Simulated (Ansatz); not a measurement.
# CdTe (model cell, started as CsCl type): a soft mode frozen in, part 2 of 3

Which phase does CdTe (model cell, started as CsCl type) fall into along its unstable mode, and how much energy does it gain?

Ansatz 0.2.0; DFT PBEsol, scalar-relativistic, plane waves, PAW; PAW set soft_1.

So far, highest frequency on the path or at a solved wavevector (cm⁻¹): step 2 (response at finite wavevector) 101. Also lowest frequency on the path (cm⁻¹): step 2 -127.

The structure was built from a prototype and need not be the compound's stable phase.

### 4. The mode frozen in, largest atomic shift 0.6 Å

The atoms are moved along the unstable eigenvector, the largest shift by 0.6 Å, with the cell fixed.

input.yaml reads:

```yaml
crystal:
  lattice:
    - [-3.6994017959, 0.0, 0.0]
    - [0.0, -3.6994017959, -3.6994017959]
    - [0.0, -3.6994017959, 3.6994017959]
  atoms:
    - { symbol: Cd, position: [0.0, 0.5, 0.5] }
    - { symbol: Cd, position: [0.0, 1.0, 1.0] }
    - { symbol: Te, position: [0.3378116157, 0.0, 0.5] }
    - { symbol: Te, position: [0.6621883843, 0.5, 0.0] }
kpoints:
  mp_grid: { grid: [12, 8, 8] }
hamiltonian:
  xc: pbesol
  pseudopotentials: { kind: paw, azcp: { folder: soft_1 }, xc_functional: pbe }
scf:
  occupations: { method: methfessel_paxton, width: 0.2 }
output:
  forces: true
  stress: true
  eigenvalues: true
```

On the command line:

```
$ ansatz run input.yaml --threads 4 --pin off --max-ram 10240MiB --backend cpu --events-out ev --progress --plain --runs-dir out
```

Numbers of over 12 decimals in the logs are rounded to 6 here.

The program printed:

```text
[...]
Crystal: 4 atoms, lattice volume = 101.257 Å³
Basis set: ecut = 420 eV, 2013 PW (Γ), exchange–correlation on 50×72×72 points (8 copies of the dense FFT grid, shifted against one another)
Bands: 44, of which v1, the nominal top of the filled ones, is band 36 counted from 1 (35 counted from 0)
Symmetry: 16 space group operations
[...]
k-points: 105 of 768
[...]
k-point 0: bands = [... 32 lower, 9.8550, 10.8977, 10.8977, 11.0373, 12.4359, 12.8368, 16.4141, 17.2552, ... 4 higher]
  k-point 1: bands = [... 32 lower, 9.9795, 10.3717, 10.7107, 11.6646, 12.4458, 13.3041, 16.3568, 17.4960, ... 4 higher]
  k-point 2: bands = [... 32 lower, 9.0572, 10.2344, 11.5431, 11.9411, 12.4709, 14.4355, 16.2977, 17.6398, ... 4 higher]
  k-point 104: bands = [... 32 lower, 8.2009, 8.2009, 8.5380, 8.5380, 14.9355, 14.9355, 17.9679, 17.9679, ... 4 higher]
[key lines of the parts left out:]
SCF converged after 8 iterations
Free energy (F): -30171.925907 eV
Fermi energy:    12.149882 eV
P = ⅓ Tr σ = 3.1687 GPa (31.687 kbar)
```

Run time: 6.7 s. Hardware: 4 threads of Arm Neoverse V1, shared host; peak memory 0.61 GiB; 26 s of CPU time.

This step gave:

- pressure: 3.169 GPa
- energy from the undistorted cell: -198.7 meV/atom

The energy, extrapolated to zero smearing, is -198.68 meV/atom against the undistorted cell.

The run ends at a pressure of 3.17 GPa, with forces up to 0.12 eV/Å.

### 5. Energy along the mode, all amplitudes (two of the runs are shown above)

An imaginary frequency means negative curvature, so the energy should fall and then rise again as anharmonic terms take over.

This step gave:

| Property | Result |
| --- | --- |
| depth at the lowest point sampled | 198.7 meV/atom |
| largest atomic shift at that point | 0.6 Å |

Energy from the parent against largest atomic shift:

```csv
largest atomic shift (Å),energy from the parent (meV/atom)
0.000,0
0.040,-2.9
0.080,-10.8
0.140,-31.6
0.220,-72.0
0.320,-122
0.450,-171
0.600,-199
```

Displacement at unit largest shift by atom:

```csv
atom,x (Å),y (Å),z (Å),size
Cd1,0.00,0.00,0.00,0.00
Cd2,0.00,0.00,0.00,0.00
Te3,1.00,0.00,0.00,1.00
Te4,-1.00,0.00,0.00,1.00
```

The lowest of the steps tried is the last one, at 0.6 Å, 199 meV/atom below the parent; the bottom of the well need not coincide with a step.

### 6. Relaxing from the distorted cell

Starting from the lowest point found, all atoms and the cell are let go, so that strain and other modes of the same symmetry can join in.

input.yaml: that of step 4 with these lines changed.

```diff
@@ -21 +21,10 @@
   eigenvalues: true
+  write_density: true
+  write_potential: true
+  elf: true
+  volumetric_format: npy
+relax:
+  adjacent_minimum: "off"
+  f_tol: 0.002
+  max_steps: 120
+  cell: { stress_tol: 0.03 }
```

The program printed:

```text
[...]
Crystal: 4 atoms, lattice volume = 101.257 Å³
Basis set: ecut = 420 eV, 2013 PW (Γ), exchange–correlation on 50×72×72 points (8 copies of the dense FFT grid, shifted against one another)
Bands: 44, of which v1, the nominal top of the filled ones, is band 36 counted from 1 (35 counted from 0)
Symmetry: 16 space group operations
[...]
k-points: 105 of 768
[...]
SCF iter   1: F=—  HF=-30172.048334 eV  |F-HF|=—  |Δ(HF+E_count)|=         —  Δρ=2.18e-2  dr2=3.94e-1  ethr=3.10e-3  ⟨swp⟩=10.0  Hψ=20161  notcnv=0
[...]
SCF iter   8: F=-30171.925907 eV  HF=-30171.925907 eV  |F-HF|=1.15e-9  |Δ(HF+E_count)|=   1.90e-7  S|Δr|=    0.00e0  Δρ=5.25e-6  dr2=2.53e-8  ethr=1.39e-10  ⟨swp⟩=14.5  Hψ=35898  notcnv=0
SCF 1 converged in 8 iterations: F = -30171.925907 eV  dr2 = 2.53e-8
[...]
relax step   1: F+E_penalty+E_count = -30171.92590662 eV  Δ(F+E_penalty+E_count) = +0.000e0 eV  max|allowed force component| = 1.183e-1 eV/Å  Δτ_max = 0.0000 Å  P = +3.169 GPa  Ω = 101.257 Å³  (8 SCF iters, dr2 threshold 1.00e-7 eV, accepted)
Crystal: 4 atoms, lattice volume = 110.951 Å³
Basis set: ecut = 420 eV, 2133 PW (Γ), exchange–correlation on 50×72×72 points (8 copies of the dense FFT grid, shifted against one another)
[...]
SCF iter   7: F=-30172.033053 eV  HF=-30172.033053 eV  |F-HF|=9.19e-9  |Δ(HF+E_count)|=   1.17e-7  S|Δr|=    0.00e0  Δρ=6.86e-6  dr2=6.99e-8  ethr=5.56e-10  ⟨swp⟩=11.6  Hψ=33146  notcnv=0
SCF 2 converged in 7 iterations: F = -30172.033053 eV  dr2 = 6.99e-8
relax step   2: F+E_penalty+E_count = -30172.03305270 eV  Δ(F+E_penalty+E_count) = -1.071e-1 eV  max|allowed force component| = 6.120e-2 eV/Å  Δτ_max = 0.0993 Å  P = -0.663 GPa  Ω = 110.951 Å³  energy of the carried Pulay correction = -1.816e-3 eV  (7 SCF iters, dr2 threshold 4.00e-7 eV, accepted)
Crystal: 4 atoms, lattice volume = 112.556 Å³
Basis set: ecut = 420 eV, 2181 PW (Γ), exchange–correlation on 50×72×72 points (8 copies of the dense FFT grid, shifted against one another)
[...]
SCF iter   6: F=-30172.096279 eV  HF=-30172.096279 eV  |F-HF|=5.98e-8  |Δ(HF+E_count)|=   2.42e-7  S|Δr|=    0.00e0  Δρ=9.58e-6  dr2=1.63e-7  ethr=5.56e-10  ⟨swp⟩=12.2  Hψ=34373  notcnv=0
SCF 3 converged in 6 iterations: F = -30172.096279 eV  dr2 = 1.63e-7
relax step   3: F+E_penalty+E_count = -30172.09627888 eV  Δ(F+E_penalty+E_count) = -6.323e-2 eV  max|allowed force component| = 2.650e-2 eV/Å  Δτ_max = 0.0123 Å  P = -0.659 GPa  Ω = 112.556 Å³  energy of the carried Pulay correction = -2.091e-3 eV  (6 SCF iters, dr2 threshold 4.00e-7 eV, accepted)
[... from here on, the SCF cycles and remarks between the steps are left out ...]
relax step   4: F+E_penalty+E_count = -30172.18176531 eV  Δ(F+E_penalty+E_count) = -8.549e-2 eV  max|allowed force component| = 1.476e-1 eV/Å  Δτ_max = 0.0084 Å  P = -0.390 GPa  Ω = 113.872 Å³  energy of the carried Pulay correction = -2.312e-3 eV  (6 SCF iters, dr2 threshold 4.00e-7 eV, accepted)
relax step   5: F+E_penalty+E_count = -30172.28457804 eV  Δ(F+E_penalty+E_count) = -1.028e-1 eV  max|allowed force component| = 1.292e-1 eV/Å  Δτ_max = 0.0562 Å  P = -0.364 GPa  Ω = 112.854 Å³  energy of the carried Pulay correction = -2.142e-3 eV  (7 SCF iters, dr2 threshold 4.00e-7 eV, accepted)
relax step   6: F+E_penalty+E_count = -30172.34546639 eV  Δ(F+E_penalty+E_count) = -6.089e-2 eV  max|allowed force component| = 2.589e-1 eV/Å  Δτ_max = 0.0892 Å  P = -0.683 GPa  Ω = 109.966 Å³  energy of the carried Pulay correction = -1.644e-3 eV  (7 SCF iters, dr2 threshold 4.00e-7 eV, accepted)
relax step   7: F+E_penalty+E_count = -30172.35445110 eV  Δ(F+E_penalty+E_count) = -8.985e-3 eV  max|allowed force component| = 6.187e-2 eV/Å  Δτ_max = 0.0490 Å  P = -0.262 GPa  Ω = 110.923 Å³  energy of the carried Pulay correction = -1.811e-3 eV  (7 SCF iters, dr2 threshold 4.00e-7 eV, accepted)
relax step   8: F+E_penalty+E_count = -30172.35643565 eV  Δ(F+E_penalty+E_count) = -1.985e-3 eV  max|allowed force component| = 1.733e-2 eV/Å  Δτ_max = 0.0183 Å  P = +0.011 GPa  Ω = 109.687 Å³  energy of the carried Pulay correction = -1.594e-3 eV  (6 SCF iters, dr2 threshold 2.39e-7 eV, accepted)
relax step   9: F+E_penalty+E_count = -30172.35597622 eV  Δ(F+E_penalty+E_count) = +4.594e-4 eV  max|allowed force component| = 7.062e-3 eV/Å  Δτ_max = 0.0015 Å  P = +0.186 GPa  Ω = 109.584 Å³  energy of the carried Pulay correction = -1.576e-3 eV  (6 SCF iters, dr2 threshold 4.90e-8 eV, rejected (line search))
relax step  10: F+E_penalty+E_count = -30172.35670717 eV  Δ(F+E_penalty+E_count) = -2.715e-4 eV  max|allowed force component| = 2.063e-4 eV/Å  Δτ_max = 0.0031 Å  P = +0.003 GPa  Ω = 109.866 Å³  energy of the carried Pulay correction = -1.626e-3 eV  (9 SCF iters, accepted)
relax step  11: F+E_penalty+E_count = -30172.41106793 eV  Δ(F+E_penalty+E_count) = -5.436e-2 eV  max|allowed force component| = 1.416e-3 eV/Å  Δτ_max = 0.0000 Å  P = +0.876 GPa  Ω = 109.866 Å³  stress off target by 2.41e0 GPa  SCF on the basis re-selected at this cell (its energy is not comparable with the rows above)  (9 SCF iters)
relax step  12: F+E_penalty+E_count = -30172.44139628 eV  Δ(F+E_penalty+E_count) = -3.033e-2 eV  max|allowed force component| = 6.604e-3 eV/Å  Δτ_max = 0.0077 Å  P = +0.742 GPa  Ω = 110.791 Å³  energy of the carried Pulay correction = -1.655e-4 eV  (6 SCF iters, dr2 threshold 4.00e-7 eV, accepted)
relax step  13: F+E_penalty+E_count = -30172.47843980 eV  Δ(F+E_penalty+E_count) = -3.704e-2 eV  max|allowed force component| = 1.197e-2 eV/Å  Δτ_max = 0.0144 Å  P = +0.420 GPa  Ω = 112.551 Å³  energy of the carried Pulay correction = -4.787e-4 eV  (6 SCF iters, dr2 threshold 4.00e-7 eV, accepted)
relax step  14: F+E_penalty+E_count = -30172.51581452 eV  Δ(F+E_penalty+E_count) = -3.737e-2 eV  max|allowed force component| = 2.859e-2 eV/Å  Δτ_max = 0.0136 Å  P = +0.808 GPa  Ω = 113.009 Å³  energy of the carried Pulay correction = -5.404e-4 eV  (6 SCF iters, dr2 threshold 4.00e-7 eV, accepted)
relax step  15: F+E_penalty+E_count = -30172.54189234 eV  Δ(F+E_penalty+E_count) = -2.608e-2 eV  max|allowed force component| = 1.056e-2 eV/Å  Δτ_max = 0.0209 Å  P = +0.089 GPa  Ω = 116.058 Å³  energy of the carried Pulay correction = -1.066e-3 eV  (6 SCF iters, dr2 threshold 4.00e-7 eV, accepted)
relax step  16: F+E_penalty+E_count = -30172.55405157 eV  Δ(F+E_penalty+E_count) = -1.216e-2 eV  max|allowed force component| = 8.584e-3 eV/Å  Δτ_max = 0.0140 Å  P = +0.092 GPa  Ω = 116.991 Å³  energy of the carried Pulay correction = -1.206e-3 eV  (5 SCF iters, dr2 threshold 4.00e-7 eV, accepted)
relax step  17: F+E_penalty+E_count = -30172.55423603 eV  Δ(F+E_penalty+E_count) = -1.845e-4 eV  max|allowed force component| = 3.446e-3 eV/Å  Δτ_max = 0.0055 Å  P = -0.007 GPa  Ω = 117.554 Å³  energy of the carried Pulay correction = -1.300e-3 eV  (5 SCF iters, dr2 threshold 4.89e-8 eV, accepted)
relax step  18: F+E_penalty+E_count = -30172.55425145 eV  Δ(F+E_penalty+E_count) = -1.542e-5 eV  max|allowed force component| = 2.520e-4 eV/Å  Δτ_max = 0.0007 Å  P = -0.001 GPa  Ω = 117.493 Å³  energy of the carried Pulay correction = -1.289e-3 eV  (5 SCF iters, dr2 threshold 7.42e-10 eV, accepted)
relax step  19: F+E_penalty+E_count = -30172.56487282 eV  Δ(F+E_penalty+E_count) = -1.062e-2 eV  max|allowed force component| = 1.021e-3 eV/Å  Δτ_max = 0.0000 Å  P = +0.195 GPa  Ω = 117.493 Å³  stress off target by 5.59e-1 GPa  SCF on the basis re-selected at this cell (its energy is not comparable with the rows above)  (7 SCF iters)
relax step  20: F+E_penalty+E_count = -30172.57066777 eV  Δ(F+E_penalty+E_count) = -5.795e-3 eV  max|allowed force component| = 1.483e-3 eV/Å  Δτ_max = 0.0103 Å  P = +0.125 GPa  Ω = 118.508 Å³  energy of the carried Pulay correction = -1.795e-4 eV  (5 SCF iters, dr2 threshold 4.00e-7 eV, accepted)
relax step  21: F+E_penalty+E_count = -30172.57612553 eV  Δ(F+E_penalty+E_count) = -5.458e-3 eV  max|allowed force component| = 1.672e-3 eV/Å  Δτ_max = 0.0196 Å  P = +0.078 GPa  Ω = 120.301 Å³  energy of the carried Pulay correction = -4.906e-4 eV  (6 SCF iters, dr2 threshold 3.76e-7 eV, accepted)
relax step  22: F+E_penalty+E_count = -30172.57647788 eV  Δ(F+E_penalty+E_count) = -3.523e-4 eV  max|allowed force component| = 2.699e-3 eV/Å  Δτ_max = 0.0043 Å  P = +0.013 GPa  Ω = 120.839 Å³  energy of the carried Pulay correction = -5.822e-4 eV  (5 SCF iters, dr2 threshold 3.00e-8 eV, accepted)
relax step  23: F+E_penalty+E_count = -30172.57649934 eV  Δ(F+E_penalty+E_count) = -2.146e-5 eV  max|allowed force component| = 1.438e-3 eV/Å  Δτ_max = 0.0038 Å  P = -0.005 GPa  Ω = 121.223 Å³  energy of the carried Pulay correction = -6.473e-4 eV  (6 SCF iters, dr2 threshold 3.62e-9 eV, accepted)
Basis set: ecut = 420 eV, 2379 PW (Γ), exchange–correlation on 80×64×64 points (8 copies of the dense FFT grid, shifted against one another)
[...]
SCF iter   6: F=-30172.576990 eV  HF=-30172.576990 eV  |F-HF|=7.28e-12  |Δ(HF+E_count)|=  2.91e-11  S|Δr|=    0.00e0  Δρ=7.51e-8  dr2=7.53e-12  ethr=1.00e-12  ⟨swp⟩=9.0  Hψ=24324  notcnv=0
SCF 24 converged in 6 iterations: F = -30172.576990 eV  dr2 = 7.53e-12
relax step  24: F+E_penalty+E_count = -30172.57699025 eV  Δ(F+E_penalty+E_count) = -4.909e-4 eV  max|allowed force component| = 1.499e-3 eV/Å  Δτ_max = 0.0000 Å  P = -0.010 GPa  Ω = 121.223 Å³  stress off target by 1.62e-2 GPa  SCF on the basis re-selected at this cell (its energy is not comparable with the rows above)  (6 SCF iters)
[...]
SCF converged after 6 iterations
[...]
Free energy (F): -30172.576990 eV
[...]
Internal energy: -30172.577412 eV  (E = F + TS)
E sigma→0 (E₀):  -30172.577096 eV
Entropy (-TS):   0.000422 eV (0.105 meV/atom)
Fermi energy:    9.473354 eV
Step filling:    the computed levels leave a gap of 0.5082 eV = 2.5 smearing widths at the electron count; against every level under it full and every level over it empty, smearing changes F+E_penalty+E_count by +0.087 meV and its σ→0 estimate by -0.018 meV
[...]
--- Forces (eV/Å), atoms counted from 1 ---
  atom   1  Cd     0.00000000    -0.00000000     0.00000000
  atom   2  Cd    -0.00000000     0.00000000    -0.00000000
  atom   3  Te     0.00149941    -0.00000000     0.00000000
  atom   4  Te    -0.00149941     0.00000000     0.00000000
  max |Σ_I F_I| component: 6.94e-18 eV/Å
--- Stress (GPa, compression-positive) ---
       -0.016211      -0.000000       0.000000
       -0.000000      -0.007387      -0.000000
        0.000000      -0.000000      -0.007387
  P = ⅓ Tr σ = -0.0103 GPa (-0.103 kbar)
--- Band table (eV; the first three rows and the last of 105) ---
  k-point 0: bands = [... 32 lower, 6.5429, 8.4476, 9.1789, 9.1789, 9.6871, 10.0932, 11.6344, 13.0787, ... 4 higher]
  k-point 1: bands = [... 32 lower, 6.6548, 8.3500, 8.4258, 9.0979, 10.1540, 10.7574, 11.6142, 13.1938, ... 4 higher]
  k-point 2: bands = [... 32 lower, 6.9677, 7.4681, 7.9012, 8.8516, 10.8895, 11.5148, 11.9210, 13.5256, ... 4 higher]
  k-point 104: bands = [... 32 lower, 5.8747, 5.8747, 6.2225, 6.2225, 13.2664, 13.2664, 13.6360, 13.6360, ... 4 higher]
--- Relaxed structure (21 steps of the walk, 20 accepted, 3 SCFs on fresh bases) ---
  F+E_penalty+E_count = -30172.57699025 eV   max|allowed force component| = 1.499e-3 eV/Å   (the final SCF, on the basis selected at the relaxed cell)
  cell:  # Å, volume = 121.2228 Å³
    - [-5.691076, 0, 0]
    - [0, -3.263472, -3.263472]
    - [0, -3.263472, 3.263472]
  atoms:
    - { symbol: Cd, position: [7.0337999425989945e-19, 0.5, 0.5] }
    - { symbol: Cd, position: [7.033799942599019e-19, 1.0, 1.0] }
    - { symbol: Te, position: [0.304890, 0.0, 0.5] }
    - { symbol: Te, position: [0.695110, 0.5, 0.0] }
```

It took 3.2 min on 4 threads; peak memory 0.74 GiB.

The steps of the relaxation (22 of 24):

```csv
step,energy less that of the first step (eV),largest force component (eV/Å),pressure (GPa),volume (Å³)
1,0.0000,0.1183,3.17,101.26
2,-0.1071,0.0612,-0.66,110.95
3,-0.1704,0.0265,-0.66,112.56
4,-0.2559,0.1476,-0.39,113.87
5,-0.3587,0.1292,-0.36,112.85
6,-0.4196,0.2589,-0.68,109.97
8,-0.4305,0.0173,0.01,109.69
9,-0.4301,0.0071,0.19,109.58
10,-0.4308,0.0002,0.00,109.87
11*,-0.4852,0.0014,0.88,109.87
12,-0.5155,0.0066,0.74,110.79
13,-0.5525,0.0120,0.42,112.55
14,-0.5899,0.0286,0.81,113.01
15,-0.6160,0.0106,0.09,116.06
16,-0.6281,0.0086,0.09,116.99
17,-0.6283,0.0034,-0.01,117.55
19*,-0.6390,0.0010,0.20,117.49
20,-0.6448,0.0015,0.12,118.51
21,-0.6502,0.0017,0.08,120.30
22,-0.6506,0.0027,0.01,120.84
23,-0.6506,0.0014,-0.01,121.22
24*,-0.6511,0.0015,-0.01,121.22
```

Relaxation steps marked * repeat the geometry before them on a plane-wave basis chosen anew for their cell, so energy and pressure can jump there. Other such steps can lie between the rows shown. Relaxation step 9 was tried and not accepted.

The run keeps the 16 symmetry operations that it works with, so distortions that break them were not tested.

```csv
cell as run,before,after,change
a (Å),3.699,5.691,+53.8 %
b (Å),5.232,4.615,-11.8 %
c (Å),5.232,4.615,-11.8 %
volume (Å³/atom),25.31,30.31,+19.7 %
```

The atoms that moved most (Å, as changes of fractional coordinates times the final cell):

```csv
atom,dx,dy,dz,length
Te4,-0.187,0.000,0.000,0.187
Te3,0.187,0.000,0.000,0.187
```

The relaxed structure:

```xyz
4
Lattice="-5.6911 0.0000 0.0000 0.0000 -3.2635 -3.2635 0.0000 -3.2635 3.2635" Properties=species:S:1:pos:R:3 pbc="T T T"
Cd    0.0000   -3.2635    0.0000
Cd    0.0000   -6.5269    0.0000
Te   -1.7352   -1.6317    1.6317
Te   -3.9559   -1.6317   -1.6317
```

Numbers from this step:

```
pressure          : -0.01033 GPa
volume per atom   : 30.31 Å³
gap on the k-mesh : 0.5082 eV
```

Electrostatic potential energy in the ac plane at fractional y = 0.000, with atoms of Cd and Te within 0.2 Å of it. With pseudopotentials it is smooth inside the atoms' cores, unlike the true potential.

Values in eV, 12 rows by 16 columns, each cell a mean:
```
-24 -20 -10   5  11  13  13  14  14  14  13  12   9  -1 -15 -23
-16 -12  -1   8  11  12  12  13  13  14  13  13  11   6  -6 -14
  0   4   7   7   6   6   8  11  12  13  13  13  12  10   7   2
 10   9   5  -5 -16 -18  -9   4  10  13  13  13  13  12  11  10
 11   8  -5 -22 -11  -5 -21 -10   7  12  13  13  13  13  13  12
 11   6 -13 -15  13  14  -6 -18   4  11  13  13  13  13  13  13
 11   7 -10 -20   6  11 -13 -16   5  11  13  13  13  13  13  12
 11   9   1 -16 -23 -22 -20  -3   9  12  13  13  13  13  12  12
  7   8   7   4  -2  -3   3   8  12  13  13  13  13  11  10   8
 -9  -4   4   8   9  10  11  12  13  13  13  13  11   8   1  -7
-21 -17  -6   7  11  12  13  13  14  14  13  12  10   2 -12 -19
-26 -21 -12   4  11  13  13  14  14  14  13  12   9  -3 -17 -24
```
Columns run along a (5.7 Å; values clipped at the 3rd and 97th percentile), rows up along c (4.6 Å). Atoms in or near the plane, at fractional coordinates: Cd at (0.00, 0.00), Te at (0.30, 0.50).

Valence density in the ac plane at fractional y = 0.000, with atoms of Cd and Te within 0.2 Å of it. It is the smooth field of the valence electrons, not physical close to the nuclei.

Ten steps, logarithmic in the rise over the least value, from '0' (0 e/Å³) to '9' (23 e/Å³), each cell a mean:
```
9741000000000268
6521100000000135
2211111000000012
1112332110000000
0124675310000000
0136897420000000
0125886310000000
0123554210000000
1112222100000001
4321110000000123
8631000000000257
9851000000001369
```
Columns run along a (5.7 Å), rows up along c (4.6 Å). Atoms in or near the plane, at fractional coordinates: Cd at (0.00, 0.00), Te at (0.30, 0.50).

ELF in the ac plane at fractional y = 0.000, with atoms of Cd and Te within 0.2 Å of it. It is the smooth field of the valence electrons, not physical close to the nuclei.

Ten even steps from '_' (0.01) to '@' (0.93), each cell a mean:
```
%%++--......__________....::==##
==--::::====--::________..::----
::..--++****##**--________....::
::==++++====**##**--________....
--++++--....--**##**..________..
--++==..____..++####--________..
--++==::____::++####::________..
--++++==----==**##++..________..
..::==********##++::______......
::::::--++****==..______....::--
**==::..::::..__________..::--++
@@**--....____________....::==%%
```
Columns run along a (5.7 Å), rows up along c (4.6 Å). Atoms in or near the plane, at fractional coordinates: Cd at (0.00, 0.00), Te at (0.30, 0.50).

The distorted start has space group P4/nmm; the relaxation ends in P4/nmm.

[end of part 2 of 3]

[Logs are printed without paths, hosts, clocks, repeated set-up lines and the standing remarks that a program may print on its own settings, such as how far it seeks lower states.]

[Hosts, paths, dates, database ids (printed as entryN), source tags and the programs' standing remarks are cut or masked in the printed files.]
